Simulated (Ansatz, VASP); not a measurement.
Given: the input of a run of VASP 6.6.1 on NiO. 

The input INCAR:

```
PREC = Accurate ; ENCUT = 600
EDIFF = 1E-6 ; ISMEAR = -1
SIGMA = 0.05 ; LREAL = False
LASPH = True ; NELM = 100
ALGO = Normal ; ISIF = 3
LWAVE = False ; LCHARG = False
ISPIN = 2 ; MAGMOM = 1 0
LORBIT = 11 ; LMAXMIX = 4
GGA = CA ; IBRION = 2
NSW = 40 ; EDIFFG = -0.02
```

The input KPOINTS:

```
regular mesh
0
Gamma
  11 11 11
```

Contents of POSCAR:

```
NiO
1.0
    0.0000000000      2.0859016414      2.0859016414
    2.0859016414      0.0000000000      2.0859016414
    2.0859016414      2.0859016414      0.0000000000
Ni O
1 1
Direct
    0.0000000000      0.0000000000      0.0000000000
    0.5000000000      0.5000000000      0.5000000000
```

Potentials or basis: VASP PAW LDA potentials, release 64 (Ni, O).

Run with:

```bash
$ cat potpaw_LDA.64/Ni/POTCAR potpaw_LDA.64/O/POTCAR > POTCAR
$ mpirun -np 1 vasp_std > vasp.out
```

What does the same run look like in Ansatz 0.2.0? Potentials or basis there: Ansatz PAW, cutoff 420 eV.

As run (cutoffs and basis follow the program's own potentials, and thresholds, step limits or extra output files can differ):

input.yaml

```yaml
crystal:
  lattice:
    - [0.0, 2.0859016414, 2.0859016414]
    - [2.0859016414, 0.0, 2.0859016414]
    - [2.0859016414, 2.0859016414, 0.0]
  atoms:
    - { symbol: Ni, position: [0.0, 0.0, 0.0], spin: 1.0 }
    - { symbol: O, position: [0.5, 0.5, 0.5] }
hamiltonian:
  xc: lda
  pseudopotentials: { kind: paw }
magnetization:
  spin_polarized: true
kpoints:
  mp_grid: { grid: [11, 11, 11] }
scf:
  occupations: { method: fermi_dirac, width: 0.05 }
output:
  forces: true
  stress: true
relax:
  f_tol: 0.01
  max_steps: 40
  cell: { stress_tol: 0.05 }
```

Potentials or basis: Ansatz PAW.

The run is started by

```console
$ ansatz run input.yaml --threads 2 --pin off --max-ram 5632MiB --backend cpu --events-out ev --progress --plain --runs-dir out
```

Both were run:

|  | VASP | Ansatz |
| --- | --- | --- |
| Relaxed volume | 8.28 Å³/atom | 8.27 Å³/atom |
| Relaxed cell | a = 2.861 Å, b = 2.861 Å, c = 2.861 Å, α = 60.00°, β = 60.00°, γ = 60.00° | a = 2.860 Å, b = 2.860 Å, c = 2.860 Å, α = 60.00°, β = 60.00°, γ = 60.00° |
| Space group after relaxing | Fm-3m (No. 225) | Fm-3m (No. 225) |
| Pressure after relaxing | -0.3 GPa | 0.0 GPa |
| Net moment | 0.28 μB per cell | 0.31 μB per cell |

Ansatz's pressure holds a Pulay term of +1.05 GPa for its cutoff of 420 eV, which the other run lacks.

The potentials hold 16 and 24 valence electrons a cell.

Ansatz's potentials were made for PBE.

Where Ansatz's input types no cutoff or centring, it takes its own default and a Γ-centred mesh.

The two programs' LDA may be different fits to the electron gas.

The magnetic state is the one that the start led to; the real crystal's order can differ.

Pressure is positive in compression.
